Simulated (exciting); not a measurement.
Set up this calculation in exciting (release sodium), as the native input.

```yaml
Task: single point
Functional: PBEsol
Potentials_or_basis: all-electron LAPW+lo, shipped species files, valence relativity iora*
rgkmax: 9
k_mesh: 11 × 11 × 11
Occupations: gaussian, width 0.02 eV
Spin: no spin polarisation
outputlevel: low
gmaxvr_cutoff_of_density_and_potential: 14 1/bohr
lmaxapw_and_lmaxmat: 10
lmaxvr: 8
nempty: 12
Valence_relativity: iora*
epsengy: 1e-05 Ha
epspot: 1e-05 Ha
maxscl: 60
Muffin-tin_radii: Ag 2.3 bohr
```

Ag:

```xyz
1
Lattice="-1.6557 1.6557 1.6557 1.6557 -1.6557 1.6557 1.6557 1.6557 -1.6557" Properties=species:S:1:pos:R:3 pbc="T T T"
Ag    0.0000    0.0000    0.0000
```

This isn't the form of Ag at room conditions, which is fcc.

These files were run (other wordings do the same):

input.xml

```xml
<input>
  <title>Ag</title>
  <structure speciespath="./" tshift="false">
    <crystal scale="1">
      <basevect>-3.128732617141 3.128732617141 3.128732617141</basevect>
      <basevect>3.128732617141 -3.128732617141 3.128732617141</basevect>
      <basevect>3.128732617141 3.128732617141 -3.128732617141</basevect>
    </crystal>
    <species speciesfile="Ag.xml" rmt="2.3">
      <atom coord="0.000000000000 0.000000000000 0.000000000000"/>
    </species>
  </structure>
  <groundstate do="fromscratch" ngridk="11 11 11" rgkmax="9" gmaxvr="14" lmaxapw="10" lmaxmat="10" lmaxvr="8" xctype="GGA_PBE_SOL" stype="Gaussian" swidth="0.00073499" nempty="12" ValenceRelativity="iora*" epsengy="1e-05" epspot="1e-05" maxscl="60" tforce="true" outputlevel="low"/>
</input>
```

Potentials or basis: all-electron LAPW+lo, shipped species files, valence relativity iora*.

The run is started by

```bash
$ OMP_NUM_THREADS=1 exciting_smp
```

It gave:

```yaml
Band_gap_on_the_k_mesh: none (metal or under the smearing width)
```

Wall time 18 s on 1 thread of Arm Neoverse V2 (shared host), peak memory 0.1 GiB.
